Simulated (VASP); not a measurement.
# KCl (Sylvite) (Fm-3m) in VASP: settings compared, part 2 of 2

VASP 6.6.1. The steps go on from the part before.

## 5. Equation of state, PBEsol, 31.77 Å³/atom (volume scaled by 1.02)

Contents of INCAR:

```
PREC = Accurate
ENCUT = 520
EDIFF = 1E-7
ISMEAR = -1
SIGMA = 0.05
LREAL = False
LASPH = True
NELM = 100
ALGO = Normal
ISIF = 2
LWAVE = False
LCHARG = False
GGA = PS
NBANDS = 15
```

Contents of KPOINTS:

```
regular mesh
0
Gamma
  7 7 7
```

Contents of POSCAR:

```
KCl
1.0
    0.0000000000      3.1673081569      3.1673081569
    3.1673081569      0.0000000000      3.1673081569
    3.1673081569      3.1673081569      0.0000000000
K Cl
1 1
Direct
    0.0000000000      0.0000000000      0.0000000000
    0.5000000000      0.5000000000      0.5000000000
```

Run with:

```bash
$ cat potpaw_PBE.64/K_sv/POTCAR potpaw_PBE.64/Cl/POTCAR > POTCAR
$ mpirun -np 1 vasp_std > vasp.out
```

It took 27 s on 1 thread of Intel Xeon Platinum 8488C (Sapphire Rapids), shared host; peak memory 0.2 GiB.

The run converged. Its results:

* Free energy: -7.0182 eV
* Pressure: -0.7 GPa
* Band gap on the k mesh: 4.96 eV, direct

Caveat: the PAW data sets were made with another functional, which shifts forces and pressure a little; an odd mesh through Γ misses points on the zone boundary, where band edges often lie.

## 6. Equation of state, PBEsol, 32.40 Å³/atom (volume scaled by 1.04)

INCAR is that of step 5.

KPOINTS is that of step 5.

Contents of POSCAR:

```
KCl
1.0
    0.0000000000      3.1878756693      3.1878756693
    3.1878756693      0.0000000000      3.1878756693
    3.1878756693      3.1878756693      0.0000000000
K Cl
1 1
Direct
    0.0000000000      0.0000000000      0.0000000000
    0.5000000000      0.5000000000      0.5000000000
```

Potentials or basis: VASP PAW PBE potentials, release 64 (K_sv, Cl).

Run with:

```bash
$ cat potpaw_PBE.64/K_sv/POTCAR potpaw_PBE.64/Cl/POTCAR > POTCAR
$ mpirun -np 1 vasp_std > vasp.out
```

It took 22 s on 1 thread of Intel Xeon Platinum 8488C (Sapphire Rapids), shared host; peak memory 0.2 GiB.

The run converged. Its results:

| Item | Value |
| --- | --- |
| Free energy | -7.0121 eV |
| Pressure | -1.0 GPa |
| Band gap on the k mesh | 4.90 eV, direct |

Caveat: the PAW data sets were made with another functional, which shifts forces and pressure a little; an odd mesh through Γ misses points on the zone boundary, where band edges often lie.

## 7. Equation of state, PBEsol, 33.02 Å³/atom (volume scaled by 1.06)

INCAR is that of step 6.

KPOINTS is that of step 6.

Contents of POSCAR:

```
KCl
1.0
    0.0000000000      3.2081811574      3.2081811574
    3.2081811574      0.0000000000      3.2081811574
    3.2081811574      3.2081811574      0.0000000000
K Cl
1 1
Direct
    0.0000000000      0.0000000000      0.0000000000
    0.5000000000      0.5000000000      0.5000000000
```

Run with:

```bash
$ cat potpaw_PBE.64/K_sv/POTCAR potpaw_PBE.64/Cl/POTCAR > POTCAR
$ mpirun -np 1 vasp_std > vasp.out
```

It took 23 s on 1 thread of Intel Xeon Platinum 8488C (Sapphire Rapids), shared host; peak memory 0.2 GiB.

Results (log left out):

```yaml
Free_energy: -7.0039 eV
Pressure: -1.2 GPa
Band_gap_on_the_k_mesh: 4.85 eV, direct
```

Caveat: the PAW data sets were made with another functional, which shifts forces and pressure a little; an odd mesh through Γ misses points on the zone boundary, where band edges often lie.

## 8. Equation of state, PBEsol

Potentials or basis: VASP PAW PBE potentials, release 64 (K_sv, Cl).

This step only gathers the single runs of the series.

Results:

| Item | Value |
| --- | --- |
| Equilibrium volume | 30.57 Å³/atom |
| Bulk modulus | 18.4 GPa |
| Pressure derivative of the bulk modulus | 5.0 |

Energy against volume, from the lowest point:
```csv
volume (Å³/atom),energy (meV/atom)
29.282,3.40
29.905,0.88
30.528,0.00
31.151,0.61
31.774,2.53
32.397,5.59
33.020,9.68
```

Caveat: the PAW data sets were made with another functional, which shifts forces and pressure a little.

## 9. Equation of state, PBE, 29.28 Å³/atom (volume scaled by 0.94)

INCAR: that of step 7 with these lines changed.

```diff
@@ -12,3 +12,3 @@
 LCHARG = False
-GGA = PS
+GGA = PE
 NBANDS = 15
```

KPOINTS is that of step 7.

Contents of POSCAR:

```
KCl
1.0
    0.0000000000      3.0822383035      3.0822383035
    3.0822383035      0.0000000000      3.0822383035
    3.0822383035      3.0822383035      0.0000000000
K Cl
1 1
Direct
    0.0000000000      0.0000000000      0.0000000000
    0.5000000000      0.5000000000      0.5000000000
```

Potentials or basis: VASP PAW PBE potentials, release 64 (K_sv, Cl).

Run with:

```bash
$ cat potpaw_PBE.64/K_sv/POTCAR potpaw_PBE.64/Cl/POTCAR > POTCAR
$ mpirun -np 1 vasp_std > vasp.out
```

Run time: 17 s. Hardware: 1 thread of Intel Xeon Platinum 8488C (Sapphire Rapids), shared host; peak memory 0.18 GiB.

Results (log left out):

| Quantity | Value |
| --- | --- |
| Free energy | -6.7688 eV |
| Pressure | 2.2 GPa |
| Band gap on the k mesh | 5.41 eV, direct |

## 10. Equation of state, PBE, 29.90 Å³/atom (volume scaled by 0.96)

Contents of INCAR:

```
SYSTEM = KCl
ALGO     = Normal         ! electronic algorithm
EDIFF    = 1E-7           ! SCF threshold, eV
ENCUT    = 520            ! plane-wave cutoff, eV
GGA      = PE             ! functional
ISIF     = 2              ! what is computed and relaxed
ISMEAR   = -1             ! smearing method
LASPH    = .TRUE.         ! aspherical terms in the spheres
LCHARG   = .FALSE.        ! write CHGCAR
LREAL    = .FALSE.        ! projectors in reciprocal space
LWAVE    = .FALSE.        ! write WAVECAR
NBANDS   = 15             ! bands
NELM     = 60             ! most SCF steps
PREC     = Accurate       ! precision mode
SIGMA    = 0.05           ! smearing width, eV
```

Contents of KPOINTS:

```
k-points
0
G
  7 7 7
  0 0 0
```

Contents of POSCAR:

```
KCl
1.0
    0.0000000000      3.1039449222      3.1039449222
    3.1039449222      0.0000000000      3.1039449222
    3.1039449222      3.1039449222      0.0000000000
K Cl
1 1
Direct
    0.0000000000      0.0000000000      0.0000000000
    0.5000000000      0.5000000000      0.5000000000
```

Run with:

```bash
$ cat potpaw_PBE.64/K_sv/POTCAR potpaw_PBE.64/Cl/POTCAR > POTCAR
$ mpirun -np 1 vasp_std > vasp.out
```

Run time: 19 s. Hardware: 1 thread of Intel Xeon Platinum 8488C (Sapphire Rapids), shared host; peak memory 0.2 GiB.

It converged, with:

```
Free energy            : -6.7843 eV
Pressure               : 1.7 GPa
Band gap on the k mesh : 5.33 eV, direct
```

Caveat: an odd mesh through Γ misses points on the zone boundary, where band edges often lie.

## 11. Equation of state, PBE, 30.53 Å³/atom (volume scaled by 0.98)

Contents of INCAR:

```
SYSTEM = KCl
  ALGO = Normal
  EDIFF = 1E-7
  ENCUT = 520
  GGA = PE
  ISIF = 2
  ISMEAR = -1
  LASPH = .True.
  LCHARG = .False.
  LREAL = .False.
  LWAVE = .False.
  NBANDS = 15
  NELM = 100
  PREC = Accurate
  SIGMA = 0.05
```

Contents of KPOINTS:

```
k-points
0
Gamma
  7 7 7
  0 0 0
```

Contents of POSCAR:

```
KCl
1.0
    0.0000000000      3.1253521154      3.1253521154
    3.1253521154      0.0000000000      3.1253521154
    3.1253521154      3.1253521154      0.0000000000
K Cl
1 1
Direct
    0.0000000000      0.0000000000      0.0000000000
    0.5000000000      0.5000000000      0.5000000000
```

Run with:

```bash
$ cat potpaw_PBE.64/K_sv/POTCAR potpaw_PBE.64/Cl/POTCAR > POTCAR
$ mpirun -np 1 vasp_std > vasp.out
```

It took 21 s on 1 thread of Intel Xeon Platinum 8488C (Sapphire Rapids), shared host; peak memory 0.2 GiB.

Results (log left out):

```yaml
Free_energy: -6.7959 eV
Pressure: 1.2 GPa
Band_gap_on_the_k_mesh: 5.26 eV, direct
```

Caveat: an odd mesh through Γ misses points on the zone boundary, where band edges often lie.

## 12. Equation of state, PBE, 31.77 Å³/atom (volume scaled by 1.02)

Contents of INCAR:

```
SYSTEM = KCl
  PREC = Accurate
  ENCUT = 520
  EDIFF = 1E-7
  ISMEAR = -1
  SIGMA = 0.05
  LREAL = .FALSE.
  LASPH = .TRUE.
  NELM = 100
  ALGO = Normal
  ISIF = 2
  LWAVE = .FALSE.
  LCHARG = .FALSE.
  GGA = PE
  NBANDS = 15
```

Contents of KPOINTS:

```
Automatic mesh
0
G
  7 7 7
  0 0 0
```

Contents of POSCAR:

```
KCl
1.0
    0.0000000000      3.1673081569      3.1673081569
    3.1673081569      0.0000000000      3.1673081569
    3.1673081569      3.1673081569      0.0000000000
K Cl
1 1
Direct
    0.0000000000      0.0000000000      0.0000000000
    0.5000000000      0.5000000000      0.5000000000
```

Potentials or basis: VASP PAW PBE potentials, release 64 (K_sv, Cl).

Run with:

```bash
$ cat potpaw_PBE.64/K_sv/POTCAR potpaw_PBE.64/Cl/POTCAR > POTCAR
$ mpirun -np 1 vasp_std > vasp.out
```

It took 21 s on 1 thread of Intel Xeon Platinum 8488C (Sapphire Rapids), shared host; peak memory 0.2 GiB.

It converged, with:

```
Free energy            : -6.8088 eV
Pressure               : 0.4 GPa
Band gap on the k mesh : 5.12 eV, direct
```

Caveat: an odd mesh through Γ misses points on the zone boundary, where band edges often lie.

## 13. Equation of state, PBE, 32.40 Å³/atom (volume scaled by 1.04)

Contents of INCAR:

```
PREC     = Accurate       # precision mode
ENCUT    = 520            # plane-wave cutoff, eV
EDIFF    = 1E-7           # SCF threshold, eV
ISMEAR   = -1             # smearing method
SIGMA    = 0.05           # smearing width, eV
LREAL    = F              # projectors in reciprocal space
LASPH    = T              # aspherical terms in the spheres
NELM     = 60             # most SCF steps
ALGO     = Normal         # electronic algorithm
ISIF     = 2              # what is computed and relaxed
LWAVE    = F              # write WAVECAR
LCHARG   = F              # write CHGCAR
GGA      = PE             # functional
NBANDS   = 15             # bands
```

Contents of KPOINTS:

```
regular mesh
0
Gamma
  7 7 7
```

Contents of POSCAR:

```
KCl
1.0
    0.0000000000      3.1878756693      3.1878756693
    3.1878756693      0.0000000000      3.1878756693
    3.1878756693      3.1878756693      0.0000000000
K Cl
1 1
Direct
    0.0000000000      0.0000000000      0.0000000000
    0.5000000000      0.5000000000      0.5000000000
```

Run with:

```bash
$ cat potpaw_PBE.64/K_sv/POTCAR potpaw_PBE.64/Cl/POTCAR > POTCAR
$ mpirun -np 1 vasp_std > vasp.out
```

Wall time 21 s (1 thread of Intel Xeon Platinum 8488C (Sapphire Rapids), shared host); peak memory 0.2 GiB.

The run converged. Its results:

* Free energy: -6.8109 eV
* Pressure: 0.1 GPa
* Band gap on the k mesh: 5.05 eV, direct

Caveat: an odd mesh through Γ misses points on the zone boundary, where band edges often lie.

## 14. Equation of state, PBE, 33.02 Å³/atom (volume scaled by 1.06)

Contents of INCAR:

```
PREC     = Accurate       # precision mode
ENCUT    = 520            # plane-wave cutoff, eV
EDIFF    = 1E-7           # SCF threshold, eV
ISMEAR   = -1             # smearing method
SIGMA    = 0.05           # smearing width, eV
LREAL    = False          # projectors in reciprocal space
LASPH    = True           # aspherical terms in the spheres
NELM     = 80             # most SCF steps
ALGO     = Normal         # electronic algorithm
ISIF     = 2              # what is computed and relaxed
LWAVE    = False          # write WAVECAR
LCHARG   = False          # write CHGCAR
GGA      = PE             # functional
NBANDS   = 15             # bands
```

KPOINTS is that of step 13.

Contents of POSCAR:

```
KCl
1.0
    0.0000000000      3.2081811574      3.2081811574
    3.2081811574      0.0000000000      3.2081811574
    3.2081811574      3.2081811574      0.0000000000
K Cl
1 1
Direct
    0.0000000000      0.0000000000      0.0000000000
    0.5000000000      0.5000000000      0.5000000000
```

Run with:

```bash
$ cat potpaw_PBE.64/K_sv/POTCAR potpaw_PBE.64/Cl/POTCAR > POTCAR
$ mpirun -np 1 vasp_std > vasp.out
```

Run time: 19 s. Hardware: 1 thread of Intel Xeon Platinum 8488C (Sapphire Rapids), shared host; peak memory 0.2 GiB.

Results (log left out):

* Free energy: -6.8105 eV
* Pressure: -0.2 GPa
* Band gap on the k mesh: 4.99 eV, direct

Caveat: an odd mesh through Γ misses points on the zone boundary, where band edges often lie.

## 15. Equation of state, PBE

Potentials or basis: VASP PAW PBE potentials, release 64 (K_sv, Cl).

No new run: the results of the series are fitted here.

Results:

```
Equilibrium volume                      : 32.60 Å³/atom
Bulk modulus                            : 16.3 GPa
Pressure derivative of the bulk modulus : 4.8
```

Energy against volume, from the lowest point:
| volume (Å³/atom) | energy (meV/atom) |
| --- | --- |
| 29.282 | 21.05 |
| 29.905 | 13.32 |
| 30.528 | 7.52 |
| 31.151 | 3.50 |
| 31.774 | 1.05 |
| 32.397 | 0.00 |
| 33.020 | 0.20 |

PBE usually gives volumes a little too large and moduli too small. Zero-point motion and thermal expansion aren't in these numbers.
